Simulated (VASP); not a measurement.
# Sb (I4/mmm) in VASP: a series of runs, part 2 of 2

VASP 6.6.1.

### Step 3. Single point, LDA

This run uses another cell than the first one, of the same volume but with other edges.

INCAR

```
  PREC = Accurate
  ENCUT = 520
  EDIFF = 1E-6
  ISMEAR = 0
  SIGMA = 0.15
  LREAL = F
  LASPH = T
  NELM = 100
  ALGO = Fast
  ISIF = 2
  LWAVE = F
  LCHARG = F
  GGA = CA
  NBANDS = 8
```

KPOINTS

```
Automatic mesh
0
Gamma
  24 24 24
```

POSCAR

```
Sb
1.0
   -1.6643017481      1.6643017481      2.4334687643
    1.6643017481     -1.6643017481      2.4334687643
    1.6643017481      1.6643017481     -2.4334687643
Sb
1
Direct
    0.0000000000      0.0000000000      0.0000000000
```

Potentials or basis: VASP PAW LDA potentials, release 64 (Sb).

Started as:

```bash
$ cat potpaw_LDA.64/Sb/POTCAR > POTCAR
$ mpirun -np 1 vasp_std > vasp.out
```

OUTCAR:

```text
PREC = Accurate
   ENCUT = 520
   EDIFF = 1E-6
   ISMEAR = 0
   LREAL = F
   LASPH = T
   NELM = 100
   ISIF = 2
   GGA = CA

 ion  position               nearest neighbor table
   1  0.000  0.000  0.000-

  LATTYP: Found a body centered tetragonal cell.
 ALAT       =     3.3286034962
 C/A-ratio  =     1.4621559865

  Lattice vectors:

 A1 = (  -1.6643017481,   1.6643017481,   2.4334687643)
 A2 = (   1.6643017481,  -1.6643017481,   2.4334687643)
 A3 = (   1.6643017481,   1.6643017481,  -2.4334687643)

Analysis of symmetry for initial positions (statically):
=====================================================================
 Subroutine PRICEL returns:
 Original cell was already a primitive cell.

 Routine SETGRP: Setting up the symmetry group for a
 body centered tetragonal supercell.

 Subroutine GETGRP returns: Found 16 space group operations
 (whereof 16 operations were pure point group operations)
 out of a pool of 16 trial point group operations.

The static configuration has the point symmetry D_4h.

Analysis of symmetry for dynamics (positions and initial velocities):
=====================================================================
 Subroutine PRICEL returns:
 Original cell was already a primitive cell.

 Routine SETGRP: Setting up the symmetry group for a
 body centered tetragonal supercell.

 Subroutine GETGRP returns: Found 16 space group operations
 (whereof 16 operations were pure point group operations)
 out of a pool of 16 trial point group operations.

The dynamic configuration has the point symmetry D_4h.

 Subroutine INISYM returns: Found 16 space group operations
 (whereof 16 operations are pure point group operations),
 and found     1 'primitive' translations

----------------------------------------------------------------------------------------

                                     Primitive cell

  volume of cell :      26.9619

  direct lattice vectors                    reciprocal lattice vectors
    -1.664301748  1.664301748  2.433468764     0.000000000  0.300426290  0.205468016
     1.664301748 -1.664301748  2.433468764     0.300426290  0.000000000  0.205468016
     1.664301748  1.664301748 -2.433468764     0.300426290  0.300426290  0.000000000

  length of vectors
     3.385494180  3.385494180  3.385494180     0.363968490  0.363968490  0.424866934

  position of ions in fractional coordinates (direct lattice)
     0.000000000  0.000000000  0.000000000

  ion indices of the primitive-cell ions
   primitive index   ion index
                 1           1

----------------------------------------------------------------------------------------

 KPOINTS: Automatic mesh

Automatic generation of k-mesh.
 Grid dimensions read from file:
 generate k-points for:   24   24   24

 Generating k-lattice:

  Cartesian coordinates                     Fractional coordinates (reciprocal lattice)
     0.000000000  0.012517762  0.008561167     0.041666667  0.000000000  0.000000000
     0.012517762  0.000000000  0.008561167     0.000000000  0.041666667  0.000000000
     0.012517762  0.012517762  0.000000000     0.000000000  0.000000000  0.041666667

  Length of vectors
     0.015165354  0.015165354  0.017702789

  Shift w.r.t. Gamma in fractional coordinates (k-lattice)
     0.000000000  0.000000000  0.000000000

 Subroutine IBZKPT returns following result:
 ===========================================

 Found   1063 irreducible k-points:

 Following reciprocal coordinates:
            Coordinates               Weight
  0.000000  0.000000  0.000000      1.000000
  0.041667  0.000000  0.000000      8.000000
  0.083333 -0.000000  0.000000      8.000000
  0.125000  0.000000 -0.000000      8.000000
  0.166667  0.000000  0.000000      8.000000
  0.208333  0.000000 -0.000000      8.000000
[... 16 lines left out ...]
  0.416667  0.041667  0.000000     16.000000
  0.458333  0.041667  0.000000     16.000000
 [... further k-points ...]
   k-points           NKPTS =   1063   k-points in BZ     NKDIM =   1063   number of bands    NBANDS=      8
   number of dos      NEDOS =    301   number of ions     NIONS =      1
   total plane-waves  NPLWV =  21952
   dimension x,y,z NGX =    28 NGY =   28 NGZ =   28
   dimension x,y,z NGXF=    56 NGYF=   56 NGZF=   56
   ions per type =               1
   NGX,Y,Z   is equivalent  to a cutoff of  13.75, 13.75, 13.75 a.u.
   NGXF,Y,Z  is equivalent  to a cutoff of  27.50, 27.50, 27.50 a.u.
 SYSTEM =  unknown system
   PREC   = accura    normal or accurate (medium, high low for compatibility)
   ISTART =      0    job   : 0-new  1-cont  2-samecut
   ICHARG =      2    charge: 1-file 2-atom 10-const
   ISPIN  =      1    spin polarized calculation?
   LNONCOLLINEAR =      F non collinear calculations
   LSORBIT =      F    spin-orbit coupling
   LASPH  =      T    aspherical Exc in radial PAW
   ENCUT  =  520.0 eV  38.22 Ry    6.18 a.u.   6.29  6.29  6.29*2*pi/ulx,y,z
   NELM   =    100;   NELMIN=  2; NELMDL= -5     # of ELM steps
   EDIFF  = 0.1E-05   stopping-criterion for ELM
   LREAL  =      F    real-space projection
   EDIFFG = 0.1E-04   stopping-criterion for IOM
   NSW    =      0    number of steps for IOM
   IBRION =     -1    ionic relax: 0-MD 1-quasi-New 2-CG
   NFREE  =      0    steps in history (QN), initial steepest desc. (CG)
   ISIF   =      2    stress and relaxation
   ISYM   =      2    0-nonsym 1-usesym 2-fastsym
   POTIM  = 0.5000    time-step for ionic-motion
   TEBEG  =    0.0;   TEEND  =   0.0 temperature during run
   PSTRESS=    0.0 pullay stress
   NELECT =       5.0000    total number of electrons
   NUPDOWN=      -1.0000    fix difference up-down
   EMIN   =  10.00;   EMAX   =-10.00  energy-range for DOS
   EFERMI =   0.00;   METHOD = LEGACY
   ISMEAR =     0;   SIGMA  =   0.15  broadening in eV -4-tet -1-fermi 0-gaus
   EFERMI_NEDOS =   21; number of points for ismear=-14 and -15
   IALGO  =     68    algorithm
   IMIX   =      4    mixing-type and parameters
     AMIX     =   0.40;   BMIX     =  1.00
     AMIX_MAG =   1.60;   BMIX_MAG =  1.00
  volume/ion in A,a.u.               =      26.96       181.95
  Fermi-wavevector in a.u.,A,eV,Ry     =   0.933573  1.764197 11.858269  0.871558
  Thomas-Fermi vector in A             =   2.060288
   LORBIT       =      0    0 simple, 1 ext, 2 COOP (PROOUT), +10 PAW based schemes
   GGA     = CA    functional components
   LHFCALC =     F    Hartree Fock is set to
   AEXX    =    0.0000 exact exchange contribution
   IVDW    =     0    specifies the selected vdW correction
   LEPSILON=     F    determine dielectric tensor
   LRPA    =     F    only Hartree local field effects (RPA)
 non-spin polarized calculation
 RMM-DIIS sequential band-by-band and
 Gauss-broadening in eV      SIGMA  =   0.15
  energy-cutoff  :      520.00
  volume of cell :       26.96
 maximum number of plane-waves:       738
 NGX is ok and might be reduce to    28

 number of electron       5.0000000 magnetization

 Free energy of the ion-electron system (eV)
  ---------------------------------------------------
  ext. energy  EPLUGINS =         0.00000000
  ---------------------------------------------------
  free energy    TOTEN  =        -4.52599568 eV

  energy without entropy =       -4.51831968  energy(sigma->0) =       -4.52215768

 E-fermi :   8.3917     XC(G=0): -10.3674

 val. band max:        8.3903975445   @ k =  -0.2500   0.2917   0.1250
 cond. band min:       8.3950993332   @ k =  -0.4583   0.5000   0.3750
 fundamental gap:      0.0047017886
 Fermi energy:         8.3917031389

 k-point     1 :       0.0000    0.0000    0.0000
  band No.  band energies     occupation
      1      -4.5422      2.00000
      2      13.6018      0.00000
      3      13.6061      0.00000
      4      13.6061      0.00000
      5      18.0180      0.00000
      6      18.2310      0.00000
      7      18.2310      0.00000
      8      18.7352      0.00000
[... 243 lines left out ...]
 k-point    24 :       0.4583    0.0417    0.0000
  band No.  band energies     occupation
      1      -0.8852      2.00000
      2       2.7575      2.00000
      3      11.5440      0.00000
      4      11.9812      0.00000
      5      16.4680      0.00000
      6      17.0538      0.00000
      7      17.4712      0.00000
      8      18.9323      0.00000

 [... further k-points ...]
[... 5 lines left out ...]
  --------------------------------------------------------------------------------------
  -------------------------------------------------------------------------------------
  Total       -0.5165394     -0.5165394     -0.4383194      0.0000000      0.0000000      0.0000000
  in kB      -30.6947523    -30.6947523    -26.0466216      0.0000000      0.0000000      0.0000000
  external PRESSURE =     -29.1453754 kB  Pullay stress =       0.0000000 kB

 VOLUME and BASIS-vectors are now :
 -----------------------------------------------------------------------------
  energy-cutoff  :      520.00
  volume of cell :       26.96
      direct lattice vectors                 reciprocal lattice vectors
    -1.664301748  1.664301748  2.433468764     0.000000000  0.300426290  0.205468016
     1.664301748 -1.664301748  2.433468764     0.300426290  0.000000000  0.205468016
     1.664301748  1.664301748 -2.433468764     0.300426290  0.300426290  0.000000000

 POSITION                                       TOTAL-FORCE (eV/Angst)
 -----------------------------------------------------------------------------------
      0.00000      0.00000      0.00000         0.000000     -0.000000      0.000000
 -----------------------------------------------------------------------------------
    total drift:                                0.000000     -0.000000     -0.000000

  FREE ENERGIE OF THE ION-ELECTRON SYSTEM (eV)
  ---------------------------------------------------
  free  energy   TOTEN  =        -4.5259956850 eV

  energy  without entropy=       -4.5183196818  energy(sigma->0) =       -4.52215768
```

OSZICAR:

```text
N       E                     dE             d eps       ncg     rms          rms(c)
DAV:   1     0.449147921658E+01    0.44915E+01   -0.16526E+03 17128   0.408E+02
DAV:   2    -0.442870899970E+01   -0.89202E+01   -0.86251E+01 24000   0.529E+01
DAV:   3    -0.453384515793E+01   -0.10514E+00   -0.10469E+00 20152   0.638E+00
DAV:   4    -0.453418064729E+01   -0.33549E-03   -0.33547E-03 26744   0.447E-01
DAV:   5    -0.453418122408E+01   -0.57679E-06   -0.57718E-06 21344   0.117E-02    0.177E+00
RMM:   6    -0.452882268330E+01    0.53585E-02   -0.17036E-03 17029   0.217E-01    0.103E+00
RMM:   7    -0.452599354812E+01    0.28291E-02   -0.37788E-03 19101   0.323E-01    0.340E-02
RMM:   8    -0.452599408742E+01   -0.53930E-06   -0.14872E-04 18390   0.929E-02    0.176E-02
RMM:   9    -0.452599547502E+01   -0.13876E-05   -0.15454E-05 19824   0.299E-02    0.131E-02
RMM:  10    -0.452599568499E+01   -0.20997E-06   -0.16751E-06 18292   0.113E-02
   1 F= -.45259957E+01 E0= -.45221577E+01  d E =-.767600E-02
```

stdout:

```text
POSCAR found type information on POSCAR Sb
 POSCAR found :  1 types and       1 ions
 scaLAPACK will be used
 LDA part: xc-table for (Slater(with rela. corr.)+CA(PZ))
 , standard interpolation
 POSCAR, INCAR and KPOINTS ok, starting setup
 FFT: planning ... GRIDC
 FFT: planning ... GRID_SOFT
 FFT: planning ... GRID
 WAVECAR not read
 entering main loop
```

Wall time 2 min (1 thread of AMD EPYC 9R45 (Zen 5), shared host); peak memory 0.3 GiB.

Results:

| Property | Result |
| --- | --- |
| Free energy | -4.5260 eV |
| Pressure | -2.9 GPa |
| Band gap on the k mesh | none (metal or under the smearing width) |

The run has no spin-orbit coupling, so splittings on Sb are missing.

### Step 4. Single point, LDA

This run uses another cell than the first one, of the same volume but with other edges.

INCAR

```
PREC = Accurate
ENCUT = 520
EDIFF = 1E-6
ISMEAR = 0
SIGMA = 0.15
LREAL = False
LASPH = True
NELM = 100
ALGO = Fast
ISIF = 2
LWAVE = False
LCHARG = True
LELF = True
LVHAR = True
NBANDS = 8
```

KPOINTS

```
regular mesh
0
Gamma
  24 24 24
```

POSCAR

```
Sb
1.0
   -1.4835811133      1.4835811133      3.0624381264
    1.4835811133     -1.4835811133      3.0624381264
    1.4835811133      1.4835811133     -3.0624381264
Sb
1
Direct
    0.0000000000      0.0000000000      0.0000000000
```

Started as:

```bash
$ cat potpaw_LDA.64/Sb/POTCAR > POTCAR
$ mpirun -np 1 vasp_std > vasp.out
```

Run time: 2.4 min. Hardware: 1 thread of AMD EPYC 9R45 (Zen 5), shared host; peak memory 0.31 GiB.

It converged, with:

| Property | Result |
| --- | --- |
| Free energy | -4.4964 eV |
| Pressure | 1.3 GPa |
| Band gap on the k mesh | none (metal or under the smearing width) |

Stress tensor (GPa, compression positive):
```
 3.39  0.00  0.00
 0.00  3.39  0.00
 0.00  0.00 -2.79
```

Levels at points of the mesh, in eV from the Fermi level:
```csv
k point,band 1,band 2,band 3,band 4,band 5,band 6,band 7,band 8
"(0.00, 0.00, 0.00)",-13.10,2.23,5.83,5.83,6.96,9.08,11.71,11.76
"(0.50, 0.00, 0.00)",-9.07,-5.86,0.34,4.59,7.28,11.50,11.87,12.02
"(0.50, 0.50, 0.00)",-5.68,-3.94,-2.02,1.28,3.16,4.77,12.82,12.86
"(0.50, 0.50, 0.50)",-10.88,-5.89,3.85,3.85,7.17,8.20,16.58,16.58
```

The run has no spin-orbit coupling, so splittings on Sb are missing.
